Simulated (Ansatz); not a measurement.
# TiO2 (Anatase) in Ansatz: convergence with k mesh

The system is TiO2 (Anatase).

```
CELL_PARAMETERS angstrom
-1.89210 1.89210 4.75730
1.89210 -1.89210 4.75730
1.89210 1.89210 -4.75730
ATOMIC_POSITIONS crystal
Ti 0.74925 0.24974 0.49428
Ti 0.00300 0.99677 0.00022
O 0.78263 0.79509 0.99737
O 0.54145 0.03977 0.50117
O 0.95029 0.44987 0.47609
O 0.21551 0.20969 0.00559
```

The cell isn't the ideal one: atoms moved at random, drawn with an rms of 0.05 Å.

- Program: Ansatz 0.2.0
- Task: convergence study
- Functional: PBE
- Potentials or basis: PseudoDojo standard (PBE files)
- Cutoff: 1143 eV
- Density cutoff: 4572 eV
- k mesh: 2 × 2 × 3
- Occupations: gaussian, width 0.1 eV
- Spin: no spin polarisation

These are the settings of the first run; the series varies k mesh, with any setting tied to it.

Hardware: 2 threads of Intel(R) Xeon(R) Processor @ 2.50GHz (Skylake/Cascade Lake), on a shared host.

**Question.** The values tried are 2 × 2 × 3, 3 × 3 × 4, 4 × 4 × 5, 4 × 4 × 6, 6 × 6 × 7, 7 × 7 × 9, 9 × 9 × 11, 10 × 10 × 14, 12 × 12 × 16, loosest first. From which on does the gap on the mesh stay within 0.01 eV of the tightest run that finished?

**Answer.** From 6 × 6 × 7 on.

```tsv
k mesh	energy less the tightest run, at zero smearing (meV/atom)	pressure (GPa)	largest force (eV/Å)	gap on the mesh (eV)	SCF cycles	CPU time (s)	peak memory (GiB)
2 × 2 × 3	4.81	3.90	0.884	2.070	10	9.2	0.42
3 × 3 × 4	-0.18	3.79	0.886	2.081	10	22	0.46
4 × 4 × 5	0.01	3.79	0.887	2.085	10	46	0.54
4 × 4 × 6	0.03	3.79	0.887	2.081	10	56	0.59
6 × 6 × 7	0.00	3.79	0.887	2.065	10	140	0.88
7 × 7 × 9	0.00	3.79	0.887	2.062	11	280	1.2
9 × 9 × 11	0.00	3.79	0.887	2.062	10	510	2.1
10 × 10 × 14	0.00	3.79	0.887	2.065	11	920	3.1
12 × 12 × 16	0.00	3.79	0.887	2.062	11	1400	4.8
```

Against the tightest run, the energy stays within 1 meV/atom from 3 × 3 × 4 on; the pressure stays within 0.1 GPa from 3 × 3 × 4 on; the largest force stays within 0.005 eV/Å from 2 × 2 × 3 on. Meshes of other sizes hit other points, so gaps and Fermi surfaces needn't settle smoothly. The tightest run that finished is the yardstick and may itself not be fully converged.
